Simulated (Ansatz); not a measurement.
# Structure relaxation of Mg3Te2

These are results of DFT PBE, scalar-relativistic, plane waves, PAW (Ansatz 0.2.0), not measurements. Cutoff 420 eV, Γ-centred k mesh, Gaussian smearing, no spin polarisation in the final step.

Mg3Te2 was placed on the A-type sesquioxide structure type (P-3m1, No. 164), with Te in place of La, Mg in place of O, at a guessed volume.

```
Mg Te
1.0
     4.45390    0.00000    0.00000
    -2.22695    3.85719    0.00000
     0.00000    0.00000    6.92954
Mg Te
3 2
Cartesian
  0.0000 0.0000 0.0000
  0.0000 2.5715 4.4696
  2.2269 1.2857 2.4600
  0.0000 2.5715 1.6977
  2.2269 1.2857 5.2318
```

Cell and atoms relax at zero pressure; the relaxation can't lower the symmetry of the start. After a coarse first stage the cell is made exact in the group found at 0.06 Å.

Formation energies are uncorrected and refer to the elements' standard structures at the same level.

Describe the relaxed structure.

It keeps P-3m1 (No. 164). The result has the A-type sesquioxide structure. Conventional cell: a = 5.135 Å, c = 6.188 Å. Mg on Wyckoff site a (1 atom of the primitive cell) is coordinated by 6 Te at 3.31 Å and 6 Mg at 3.43 Å; Mg on Wyckoff site d (2 atoms of the primitive cell) has 4 Te at 2.97–2.99 Å, 1 Te at 3.20 Å and 3 Mg at 3.43 Å; around Te lie 4 Mg at 2.97–2.99 Å and 4 Mg at 3.20–3.31 Å.

```
Mg Te
1.0
     5.13452    0.00000    0.00000
    -2.56726    4.44662    0.00000
     0.00000    0.00000    6.18810
Mg Te
3 2
Direct
  0.00000 0.00000 0.00000
  0.33333 0.66667 0.72211
  0.66667 0.33333 0.27789
  0.33333 0.66667 0.23906
  0.66667 0.33333 0.76094
```

What are its volume, energy, density and gap?

The volume per atom is 28.26 Å³ and the density is 3.86 g/cm³. The energy over the elements is -0.41 eV/atom. The gap on the 12×12×6 mesh is 0 eV (a metal).

The final run used a 12×12×6 mesh on its 5-atom cell and 0.10 eV smearing. For metals, differences of a few meV/atom aren't resolved. Spin–orbit coupling is left out. Symmetry constrained the relaxation, so the result can be a saddle point.

Cost: 3 runs of about 5.6 core-minutes in all, on Arm Neoverse V1 (shared hosts).